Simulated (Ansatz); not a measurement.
Calculated with Ansatz (gas phase, PBE0-D4/def2-TZVP geometries, no zero-point term in ΔE). CBS: MP2 limit from def2 TZ/QZ plus the TZ coupled-cluster correction, frozen cores. DFT in def2-TZVPP. For Br outer-core shells are correlated without core-valence functions, which leaves a few kJ/mol of doubt a bond. Scalar relativity is left out up to krypton. One conformer a species, not always the lowest.

Reaction (substitution at a C–C bond): `CC=C1CC1` + `COB(O)Br` → `COB(Br)OC` + `C=C1CC1`

```
          level  ΔE (kJ/mol)
            PBE         64.7
CCSD/def2-TZVPP         59.9
```

Q: What does CCSD(T)/CBS give? (Estimate.)

A: Computed: +62.5 kJ/mol. The listed levels differ from it by 2.2, -2.6 kJ/mol.

Largest T1 diagnostic among the species: 0.011.

In def2-TZVPP, CCSD(T) changes the Hartree–Fock value by +8.5 kJ/mol (the triples alone add +0.7 kJ/mol) and MP2 by +15.5 kJ/mol.

CCSD(T)/CBS has its own doubt, a few kJ/mol and more with outer-core shells, so smaller differences from it don't rank the levels.
